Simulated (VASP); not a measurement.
Here is a VASP 6.6.1 calculation.

INCAR

```
SYSTEM = SnSe
PREC = Accurate
ENCUT = 600
EDIFF = 1E-7
ISMEAR = 0
SIGMA = 0.03
LREAL = .False.
LASPH = .True.
NELM = 80
ALGO = Normal
ISIF = 4
LWAVE = .False.
LCHARG = .False.
GGA = PS
IBRION = 2
NSW = 40
EDIFFG = -0.01
KPAR = 2
```

Contents of KPOINTS:

```
Automatic mesh
0
Gamma
  4 8 8
  0 0 0
```

The input POSCAR:

```
SnSe                                    
1.0
   11.5069626060      0.0000000000      0.0000000000
    0.0000000000      4.1815697538     -0.0000000000
    0.0000000000     -0.0000000000      4.3892542206
  Sn              Se            
     4     4
Direct
     0.1178032792429183    0.2500000000000000    0.0930657259609785
     0.3821967207570816    0.7500000000000000    0.5930657259609787
     0.6178032792429181    0.2500000000000000    0.4069342740390215
     0.8821967207570819    0.7500000000000000    0.9069342740390213
     0.3574195364931457    0.2500000000000000    0.0221923746805660
     0.1425804635068542    0.7500000000000000    0.5221923746805663
     0.8574195364931456    0.2500000000000000    0.4778076253194340
     0.6425804635068544    0.7500000000000000    0.9778076253194337
```

Potentials or basis: VASP PAW PBE potentials, release 64 (Sn_d, Se).

Run with:

```bash
$ cat potpaw_PBE.64/Sn_d/POTCAR potpaw_PBE.64/Se/POTCAR > POTCAR
$ mpirun -np 2 vasp_std > vasp.out
```

Question: Estimate the energy gained by relaxing.

Answer: 0.7 meV/atom.

Question: Predict the band gap on the k mesh.

Answer: 0.54 eV, indirect (least direct gap 0.78 eV).

Forces in eV/Å, atoms in the order of the input:
```
Sn  -0.001  0.000  0.005
Sn   0.001  0.000  0.005
Sn  -0.001  0.000 -0.005
Sn   0.001  0.000 -0.005
Se   0.002  0.000  0.005
Se  -0.002  0.000  0.005
Se   0.002  0.000 -0.005
Se  -0.002  0.000 -0.005
```

Caveat: the PAW data sets were made with another functional, which shifts forces and pressure a little; spin-orbit coupling is left out, which moves the levels of the heavy elements. A k mesh can miss the band edges.
